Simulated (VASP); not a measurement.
# N (Fm-3m) in VASP: single point with PBE+D3(BJ)

Aim: the single point of N with PBE+D3(BJ).

All numbers are computed with VASP 6.6.1; they aren't measurements. Logs are shortened: lines on timing, memory, paths and dates and some standing lists are left out, and cuts for length are marked.

### Step 1. The structure

The structure is cubic, space group Fm-3m (No. 225). Conventional cell: a = 3.108 Å, b = 3.108 Å, c = 3.108 Å, α = 90.00°, β = 90.00°, γ = 90.00°. Around N (site symmetry m-3m) lie 12 N at 2.20 Å.

The real solid is made of molecules; this cell is a model form.

### Step 2. Single point, PBE+D3(BJ)

INCAR reads:

```
SYSTEM = N
ALGO = Fast ; EDIFF = 1E-6
ENCUT = 520 ; GGA = PE
ISIF = 2 ; ISMEAR = 0
IVDW = 12 ; LASPH = .True.
LCHARG = .True. ; LELF = .True.
LREAL = .False. ; LVHAR = .True.
LWAVE = .False. ; NBANDS = 8
NELM = 100 ; PREC = Accurate
SIGMA = 0.1
```

KPOINTS reads:

```
k-points
0
Gamma
  10 10 10
  0 0 0
```

POSCAR reads:

```
N
1.0
    0.0000000000      1.5538086100      1.5538086100
    1.5538086100      0.0000000000      1.5538086100
    1.5538086100      1.5538086100      0.0000000000
N
1
Direct
    0.0000000000      0.0000000000      0.0000000000
```

Potentials or basis: VASP PAW PBE potentials, release 64 (N).

Started as:

```console
$ cat potpaw_PBE.64/N/POTCAR > POTCAR
$ mpirun -np 1 vasp_std > vasp.out
```

OUTCAR:

```text
SYSTEM = N
   EDIFF = 1E-6
   ENCUT = 520
   GGA = PE
   ISIF = 2
   ISMEAR = 0
   IVDW = 12
   LASPH = .True.
   LREAL = .False.
   NELM = 100
   PREC = Accurate
 IVDW          = 12

 ion  position               nearest neighbor table
   1  0.000  0.000  0.000-

  LATTYP: Found a face centered cubic cell.
 ALAT       =     3.1076172200

  Lattice vectors:

 A1 = (   0.0000000000,   1.5538086100,   1.5538086100)
 A2 = (   1.5538086100,   0.0000000000,   1.5538086100)
 A3 = (   1.5538086100,   1.5538086100,   0.0000000000)

Analysis of symmetry for initial positions (statically):
=====================================================================
 Subroutine PRICEL returns:
 Original cell was already a primitive cell.

 Routine SETGRP: Setting up the symmetry group for a
 face centered cubic supercell.

 Subroutine GETGRP returns: Found 48 space group operations
 (whereof 48 operations were pure point group operations)
 out of a pool of 48 trial point group operations.

The static configuration has the point symmetry O_h .

Analysis of symmetry for dynamics (positions and initial velocities):
=====================================================================
 Subroutine PRICEL returns:
 Original cell was already a primitive cell.

 Routine SETGRP: Setting up the symmetry group for a
 face centered cubic supercell.

 Subroutine GETGRP returns: Found 48 space group operations
 (whereof 48 operations were pure point group operations)
 out of a pool of 48 trial point group operations.

The dynamic configuration has the point symmetry O_h .

 Subroutine INISYM returns: Found 48 space group operations
 (whereof 48 operations are pure point group operations),
 and found     1 'primitive' translations

----------------------------------------------------------------------------------------

                                     Primitive cell

  volume of cell :       7.5028

  direct lattice vectors                    reciprocal lattice vectors
     0.000000000  1.553808610  1.553808610    -0.321789953  0.321789953  0.321789953
     1.553808610  0.000000000  1.553808610     0.321789953 -0.321789953  0.321789953
     1.553808610  1.553808610  0.000000000     0.321789953  0.321789953 -0.321789953

  length of vectors
     2.197417210  2.197417210  2.197417210     0.557356548  0.557356548  0.557356548

  position of ions in fractional coordinates (direct lattice)
     0.000000000  0.000000000  0.000000000

  ion indices of the primitive-cell ions
   primitive index   ion index
                 1           1

----------------------------------------------------------------------------------------

 KPOINTS: k-points

Automatic generation of k-mesh.
 Grid dimensions read from file:
 generate k-points for:   10   10   10

 Generating k-lattice:

  Cartesian coordinates                     Fractional coordinates (reciprocal lattice)
    -0.032178995  0.032178995  0.032178995     0.100000000  0.000000000  0.000000000
     0.032178995 -0.032178995  0.032178995     0.000000000  0.100000000  0.000000000
     0.032178995  0.032178995 -0.032178995     0.000000000  0.000000000  0.100000000

  Length of vectors
     0.055735655  0.055735655  0.055735655

  Shift w.r.t. Gamma in fractional coordinates (k-lattice)
     0.000000000  0.000000000  0.000000000

 Subroutine IBZKPT returns following result:
 ===========================================

 Found     47 irreducible k-points:

 Following reciprocal coordinates:
            Coordinates               Weight
  0.000000  0.000000  0.000000      1.000000
  0.100000  0.000000  0.000000      8.000000
  0.200000  0.000000  0.000000      8.000000
  0.300000  0.000000  0.000000      8.000000
  0.400000  0.000000  0.000000      8.000000
  0.500000  0.000000  0.000000      4.000000
[... 16 lines left out ...]
  0.300000  0.300000  0.000000      6.000000
  0.400000  0.300000  0.000000     24.000000
 [... further k-points ...]
   k-points           NKPTS =     47   k-points in BZ     NKDIM =     47   number of bands    NBANDS=      8
   number of dos      NEDOS =    301   number of ions     NIONS =      1
   total plane-waves  NPLWV =   4096
   dimension x,y,z NGX =    16 NGY =   16 NGZ =   16
   dimension x,y,z NGXF=    32 NGYF=   32 NGZF=   32
   ions per type =               1
   NGX,Y,Z   is equivalent  to a cutoff of  12.10, 12.10, 12.10 a.u.
   NGXF,Y,Z  is equivalent  to a cutoff of  24.21, 24.21, 24.21 a.u.
 SYSTEM =  N
   PREC   = accura    normal or accurate (medium, high low for compatibility)
   ISTART =      0    job   : 0-new  1-cont  2-samecut
   ICHARG =      2    charge: 1-file 2-atom 10-const
   ISPIN  =      1    spin polarized calculation?
   LNONCOLLINEAR =      F non collinear calculations
   LSORBIT =      F    spin-orbit coupling
   LASPH  =      T    aspherical Exc in radial PAW
   ENCUT  =  520.0 eV  38.22 Ry    6.18 a.u.   4.09  4.09  4.09*2*pi/ulx,y,z
   NELM   =    100;   NELMIN=  2; NELMDL= -5     # of ELM steps
   EDIFF  = 0.1E-05   stopping-criterion for ELM
   LREAL  =      F    real-space projection
   EDIFFG = 0.1E-04   stopping-criterion for IOM
   NSW    =      0    number of steps for IOM
   IBRION =     -1    ionic relax: 0-MD 1-quasi-New 2-CG
   NFREE  =      0    steps in history (QN), initial steepest desc. (CG)
   ISIF   =      2    stress and relaxation
   ISYM   =      2    0-nonsym 1-usesym 2-fastsym
   POTIM  = 0.5000    time-step for ionic-motion
   TEBEG  =    0.0;   TEEND  =   0.0 temperature during run
   PSTRESS=    0.0 pullay stress
   NELECT =       5.0000    total number of electrons
   NUPDOWN=      -1.0000    fix difference up-down
   EMIN   =  10.00;   EMAX   =-10.00  energy-range for DOS
   EFERMI =   0.00;   METHOD = LEGACY
   ISMEAR =     0;   SIGMA  =   0.10  broadening in eV -4-tet -1-fermi 0-gaus
   EFERMI_NEDOS =   21; number of points for ismear=-14 and -15
   IALGO  =     68    algorithm
   IMIX   =      4    mixing-type and parameters
     AMIX     =   0.40;   BMIX     =  1.00
     AMIX_MAG =   1.60;   BMIX_MAG =  1.00
  volume/ion in A,a.u.               =       7.50        50.63
  Fermi-wavevector in a.u.,A,eV,Ry     =   1.429960  2.702233 27.821008  2.044786
  Thomas-Fermi vector in A             =   2.549857
   LORBIT       =      0    0 simple, 1 ext, 2 COOP (PROOUT), +10 PAW based schemes
   GGA     = PE    functional components
   LHFCALC =     F    Hartree Fock is set to
   AEXX    =    0.0000 exact exchange contribution
   IVDW    =    12    specifies the selected vdW correction
   LEPSILON=     F    determine dielectric tensor
   LRPA    =     F    only Hartree local field effects (RPA)
 non-spin polarized calculation
 RMM-DIIS sequential band-by-band and
 Gauss-broadening in eV      SIGMA  =   0.10
  energy-cutoff  :      520.00
  volume of cell :        7.50
 maximum number of plane-waves:       210
   NGX =  9   NGY =  9   NGZ =  9

 number of electron       4.9999999 magnetization

 Free energy of the ion-electron system (eV)
  ---------------------------------------------------
  ext. energy  EPLUGINS =         0.00000000
  ---------------------------------------------------
  free energy    TOTEN  =        -3.83660003 eV

  energy without entropy =       -3.83105954  energy(sigma->0) =       -3.83382979

 E-fermi :   5.5607     XC(G=0): -12.6469

 val. band max:        5.5481166681   @ k =  -0.4000   0.4000   0.2000
 cond. band min:       5.6252707557   @ k =   0.5000   0.5000   0.0000
 fundamental gap:      0.0771540877
 Fermi energy:         5.5607025058

 k-point     1 :       0.0000    0.0000    0.0000
  band No.  band energies     occupation
      1     -14.6779      2.00000
      2       9.5398      0.00000
      3       9.5398      0.00000
      4       9.5398      0.00000
      5      29.0701      0.00000
      6      37.4670      0.00000
      7      37.4670      0.00000
      8      37.4670      0.00000

 k-point     2 :       0.1000    0.0000    0.0000
  band No.  band energies     occupation
      1     -14.3128      2.00000
      2       8.5831      0.00000
      3       9.4123      0.00000
      4       9.4123      0.00000
      5      29.3751      0.00000
      6      34.6598      0.00000
      7      37.8776      0.00000
      8      37.8776      0.00000

 k-point     3 :       0.2000    0.0000    0.0000
  band No.  band energies     occupation
      1     -13.2329      2.00000
      2       6.0334      0.00000
      3       9.0947      0.00000
      4       9.0947      0.00000
      5      29.7439      0.00000
      6      32.1066      0.00000
      7      38.0666      0.00000
      8      38.0666      0.00000

 k-point     4 :       0.3000    0.0000    0.0000
  band No.  band energies     occupation
      1     -11.4995      2.00000
      2       2.6277      2.00000
      3       8.7316      0.00000
      4       8.7316      0.00000
      5      28.8753      0.00000
      6      31.9443      0.00000
      7      36.7722      0.00000
      8      36.7722      0.00000

 k-point     5 :       0.4000    0.0000    0.0000
  band No.  band energies     occupation
      1      -9.3265      2.00000
      2      -0.7960      2.00000
      3       8.4586      0.00000
      4       8.4586      0.00000
      5      28.0455      0.00000
      6      32.2659      0.00000
      7      35.4787      0.00000
      8      35.4787      0.00000

 k-point     6 :       0.5000    0.0000    0.0000
  band No.  band energies     occupation
      1      -7.8792      2.00000
      2      -2.6997      2.00000
      3       8.3587      0.00000
      4       8.3587      0.00000
      5      27.7762      0.00000
      6      32.3456      0.00000
      7      34.9997      0.00000
      8      34.9997      0.00000

 k-point     7 :       0.1000    0.1000    0.0000
  band No.  band energies     occupation
      1     -14.1913      2.00000
      2       8.8503      0.00000
      3       9.0880      0.00000
      4       9.0880      0.00000
      5      29.4063      0.00000
      6      33.8235      0.00000
      7      38.1665      0.00000
      8      38.1665      0.00000
[... 133 lines left out ...]
 k-point    20 :      -0.4000    0.2000    0.0000
  band No.  band energies     occupation
      1      -7.1083      2.00000
      2      -1.2373      2.00000
      3       5.0005      2.00000
      4       7.6862      0.00000
      5      26.8563      0.00000
      6      30.1240      0.00000
      7      34.2969      0.00000
      8      37.8141      0.00000

 k-point    21 :      -0.3000    0.2000    0.0000
  band No.  band energies     occupation
      1      -8.9429      2.00000
      2       1.1831      2.00000
      3       4.8507      2.00000
      4       8.2762      0.00000
      5      28.3512      0.00000
      6      30.5871      0.00000
      7      33.2381      0.00000
      8      37.8651      0.00000

 k-point    22 :      -0.2000    0.2000    0.0000
  band No.  band energies     occupation
      1     -10.9280      2.00000
      2       3.7502      2.00000
      3       5.7031      0.04409
      4       8.8584      0.00000
      5      29.9497      0.00000
      6      30.8867      0.00000
      7      33.0098      0.00000
      8      38.5961      0.00000

 k-point    23 :       0.3000    0.3000    0.0000
  band No.  band energies     occupation
      1     -10.4497      2.00000
      2       4.3038      2.00000
      3       6.8089      0.00000
      4       6.8089      0.00000
      5      24.9647      0.00000
      6      26.6521      0.00000
      7      36.6118      0.00000
      8      42.6442      0.00000

 k-point    24 :       0.4000    0.3000    0.0000
  band No.  band energies     occupation
      1      -8.8381      2.00000
      2       2.4806      2.00000
      3       5.7924      0.00105
      4       6.4384      0.00000
      5      23.6334      0.00000
      6      26.3791      0.00000
      7      36.5435      0.00000
      8      43.0327      0.00000

 [... further k-points ...]

------------------------ aborting loop because EDIFF is reached ----------------------------------------

 Edisp (eV)   -0.18610

 E8    (eV) :    -0.0465

  FORCE on cell =-STRESS in cart. coord.  units (eV):
  Direction    XX          YY          ZZ          XY          YZ          ZX
  --------------------------------------------------------------------------------------
  -------------------------------------------------------------------------------------
  Total      -0.03917    -0.03917    -0.03917     0.00000     0.00000     0.00000
  in kB      -8.36482    -8.36482    -8.36482     0.00000     0.00000     0.00000
  external pressure =       -8.36 kB  Pullay stress =        0.00 kB

 VOLUME and BASIS-vectors are now :
 -----------------------------------------------------------------------------
  energy-cutoff  :      520.00
  volume of cell :        7.50
      direct lattice vectors                 reciprocal lattice vectors
     0.000000000  1.553808610  1.553808610    -0.321789953  0.321789953  0.321789953
     1.553808610  0.000000000  1.553808610     0.321789953 -0.321789953  0.321789953
     1.553808610  1.553808610  0.000000000     0.321789953  0.321789953 -0.321789953

 POSITION                                       TOTAL-FORCE (eV/Angst)
 -----------------------------------------------------------------------------------
      0.00000      0.00000      0.00000         0.000000      0.000000      0.000000
 -----------------------------------------------------------------------------------
    total drift:                               -0.000000      0.000000     -0.000000

  FREE ENERGIE OF THE ION-ELECTRON SYSTEM (eV)
  ---------------------------------------------------
  free  energy   TOTEN  =        -4.0227021340 eV

  energy  without entropy=       -4.0171616473  energy(sigma->0) =       -4.01993189
```

It took 1.8 s on 1 thread of Intel Xeon Platinum 8259CL at 2.50GHz (Skylake/Cascade Lake), shared host; peak memory 0.12 GiB.

Results:

* Free energy: -4.0227 eV
* Pressure: -0.8 GPa
* Band gap on the k mesh: none (metal or under the smearing width)
* Dispersion energy per atom: -0.186 eV

Levels at points of the mesh, in eV from the Fermi level:
| k point | band 1 | band 2 | band 3 | band 4 | band 5 |
| --- | --- | --- | --- | --- | --- |
| (0.00, 0.00, 0.00) | -20.24 | 3.98 | 3.98 | 3.98 | 23.51 |
| (0.50, 0.00, 0.00) | -13.44 | -8.26 | 2.80 | 2.80 | 22.22 |
| (0.50, 0.50, 0.00) | -10.90 | -6.80 | 0.06 | 0.06 | 15.06 |

Caveat: pairwise dispersion overbinds metals, which lowers pressure and volume.
